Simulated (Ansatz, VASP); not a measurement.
**Rh: VASP beside Ansatz**

```
Rh
1.0
    -1.60524    1.60524    1.60524
     1.60524   -1.60524    1.60524
     1.60524    1.60524   -1.60524
Rh
1
Direct
  0.00000 0.00000 0.00000
```

Alike in both runs: task single point; functional BLYP; k mesh 16 × 16 × 16; occupations fermi-dirac, width 0.1 eV; no spin polarisation.

|  | VASP | Ansatz |
| --- | --- | --- |
| version | VASP 6.6.1 | Ansatz 0.2.0 |
| potentials or method | VASP PAW PBE potentials, release 64 (Rh_pv) | plane waves (420 eV) with PAW, scalar-relativistic |
| plane-wave cutoff (eV) | 520 | 420 |
| valence electrons in the cell | 15 | 17 |

Ansatz gave:

```
pressure (GPa) : -12.1
```

Problem. What did VASP give for the same quantities?

Solution. Pressure (GPa): -11.7.

The two sets of potentials don't hold the same shells in valence.

Caveats: the PAW data sets were made with another functional, which shifts forces and pressure a little (VASP).
